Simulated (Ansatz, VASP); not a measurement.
One calculation of Mg, two programs

The input INCAR:

```
SYSTEM = Mg
PREC = Accurate
ENCUT = 520
EDIFF = 1E-7
ISMEAR = -1
SIGMA = 0.05
LREAL = .False.
LASPH = .True.
NELM = 80
ALGO = Normal
ISIF = 2
LWAVE = .False.
LCHARG = .False.
GGA = PS
NBANDS = 7
```

Contents of KPOINTS:

```
regular mesh
0
Gamma
  18 18 18
  0 0 0
```

File POSCAR:

```
Mg
1.0
   -1.7778086392      1.7778086392      1.7778086392
    1.7778086392     -1.7778086392      1.7778086392
    1.7778086392      1.7778086392     -1.7778086392
Mg
1
Direct
    0.0000000000      0.0000000000      0.0000000000
```

Input for Ansatz:

```yaml
crystal:
  lattice:
    - [-1.77780863923, 1.77780863923, 1.77780863923]
    - [1.77780863923, -1.77780863923, 1.77780863923]
    - [1.77780863923, 1.77780863923, -1.77780863923]
  atoms:
    - { symbol: Mg, position: [0.0, 0.0, 0.0] }
kpoints:
  mp_grid: { grid: [18, 18, 18] }
scf:
  occupations: { method: fermi_dirac, width: 0.05 }
hamiltonian:
  xc: pbesol
  pseudopotentials: { kind: paw }
output:
  forces: true
  stress: true
  eigenvalues: true
  eigenstates:
    nscf_kmesh: { grid: [28, 28, 28] }
    de_dk: true
    e_range: [-14, 14]
  optics:
    e_range: [0, 30]
    de: 0.2
    sigma: 0.25
    bands: { spectra_wanted_up_to: 30 }
    nscf_kmesh: { grid: [28, 28, 28] }
    drude_damping: 0.05
checkpoint:
  write: ck
  write_wavefunctions: false
```

Alike in both runs: task single point; functional PBEsol; k mesh 18 × 18 × 18; occupations fermi-dirac, width 0.05 eV; no spin polarisation.

```csv
,VASP,Ansatz
version,VASP 6.6.1,Ansatz 0.2.0
potentials or method,"VASP PAW PBE potentials, release 64 (Mg)","PAW with Ansatz's default frozen-core files, scalar-relativistic"
plane-wave cutoff (eV),520,420
valence electrons in the cell,2,10
```

|  | VASP | Ansatz | Ansatz less VASP |
| --- | --- | --- | --- |
| pressure (GPa) | 0.0 | 0.0 | +0.05 |

The two sets of potentials don't hold the same shells in valence. Ansatz warned: «optics_on_partly_filled_bands».

Caveats: the PAW data sets were made with another functional, which shifts forces and pressure a little (VASP).
